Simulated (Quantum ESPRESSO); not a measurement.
WS2:

```
CELL_PARAMETERS angstrom
1.57900 0.91164 6.16333
-1.57900 0.91164 6.16333
0.00000 -1.82327 6.16333
ATOMIC_POSITIONS crystal
W 0.00000 0.00000 0.00000
S 0.58100 0.58100 0.58100
S 0.75030 0.75030 0.75030
```

Measurements of this composition are mostly on another form, of space group No. 194.

| Quantity | Value |
| --- | --- |
| Program | Quantum ESPRESSO 7.5 |
| Task | single point |
| Functional | PBEsol |
| Potentials or basis | GBRV 1.5 PBEsol |
| Cutoff | 762 eV |
| Density cutoff | 6095 eV |
| k mesh | 10 × 10 × 10 |
| Occupations | fermi-dirac, width 0.05 eV |
| Spin | no spin polarisation |

On this cell: pressure -0.4 GPa; largest force 0.603 eV/Å; band gap on the k mesh 1.02 eV, indirect (least direct gap 2.23 eV).

The same run follows on a disturbed copy (atoms moved at random, drawn with an rms of 0.05 Å):

```
W S
1.0
     1.57900    0.91164    6.16333
    -1.57900    0.91164    6.16333
     0.00000   -1.82327    6.16333
W S
1 2
Cartesian
  -0.0377 -0.0171 0.0389
  0.0067 0.0202 10.7222
  0.0119 -0.0494 13.9186
```

What changes?

The energy moves by +27.8 meV/atom; pressure -3.4 GPa; largest force 1.663 eV/Å; band gap on the k mesh 0.93 eV, indirect (least direct gap 2.06 eV).

Forces on the atoms (eV/Å):
```
W    0.957 -0.013 -1.360
S   -0.382 -0.327  1.293
S   -0.575  0.340  0.067
```

Stress tensor (GPa, compression positive):
```
-2.48 -0.87 -0.78
-0.87 -2.74  3.03
-0.78  3.03 -5.11
```

Caveats: spin-orbit coupling is left out, which moves the levels of the heavy elements.

A k mesh can miss the band edges.
